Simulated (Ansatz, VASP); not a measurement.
# AlGa2N2 in VASP and in Ansatz

INCAR

```
SYSTEM = AlGa2N2
ALGO = Normal ; EDIFF = 1E-6
EDIFFG = -0.01 ; ENCUT = 600
GGA = PE ; IBRION = 2
ISIF = 3 ; ISMEAR = 0
LASPH = .TRUE. ; LCHARG = .FALSE.
LREAL = .FALSE. ; LWAVE = .FALSE.
NELM = 100 ; NSW = 100
PREC = Accurate ; SIGMA = 0.1
```

The input KPOINTS:

```
k-points
0
G
  9 9 12
  0 0 0
```

Contents of POSCAR:

```
AlGa2N2
1.0
    5.7490576772      0.0000000000      0.0000000000
   -2.8745288386      4.9788299963      0.0000000000
    0.0000000000      0.0000000000      3.4775454979
Al Ga N
1 2 2
Direct
    0.0000000000      0.0000000000      0.0000000000
    0.3333333333      0.6666666667      0.0000000000
    0.6666666667      0.3333333333      0.0000000000
    0.3333333333      0.6666666667      0.5000000000
    0.6666666667      0.3333333333      0.5000000000
```

Input for Ansatz:

```yaml
crystal:
  lattice:
    - [5.7490576772, 0.0, 0.0]
    - [-2.8745288386, 4.9788299963, 0.0]
    - [0.0, 0.0, 3.4775454979]
  atoms:
    - { symbol: Al, position: [0.0, 0.0, 0.0] }
    - { symbol: Ga, position: [0.3333333333, 0.6666666667, 0.0] }
    - { symbol: Ga, position: [0.6666666667, 0.3333333333, 0.0] }
    - { symbol: "N", position: [0.3333333333, 0.6666666667, 0.5] }
    - { symbol: "N", position: [0.6666666667, 0.3333333333, 0.5] }
basis:
  ecutwfc: 420
kpoints:
  mp_grid: { grid: [9, 9, 12] }
hamiltonian:
  xc: pbe
scf:
  occupations: { method: gaussian, width: 0.1 }
output:
  forces: true
  stress: true
  eigenvalues: true
relax:
  adjacent_minimum: "off"
  f_tol: 0.01
  max_steps: 80
  cell: { stress_tol: 0.05 }
```

Alike in both runs: task relaxation of cell and atoms; functional PBE; k mesh 9 × 9 × 12; occupations gaussian, width 0.1 eV; no spin polarisation.

|  | VASP | Ansatz |
| --- | --- | --- |
| version | VASP 6.6.1 | Ansatz 0.2.0 |
| potentials or method | VASP PAW PBE potentials, release 64 (Al, Ga_d, N) | scalar-relativistic, plane waves, PAW |
| plane-wave cutoff (eV) | 600 | 420 |
| valence electrons in the cell | 39 | 39 |

Ansatz gave:

```
gap on the k mesh at the Fermi level, each at its own relaxed structure (eV) : none
relaxed volume (Å³/atom)                                                     : 19.83
relaxed cell length with the largest relative difference (Å)                 : 3.479
```

**Question.** Estimate VASP's values.

**Answer.** gap on the k mesh at the Fermi level, each at its own relaxed structure (eV): none; relaxed volume (Å³/atom): 19.77; relaxed cell length with the largest relative difference (Å): 3.472.

A gap of «none» marks a metal or a gap that the smearing closes.
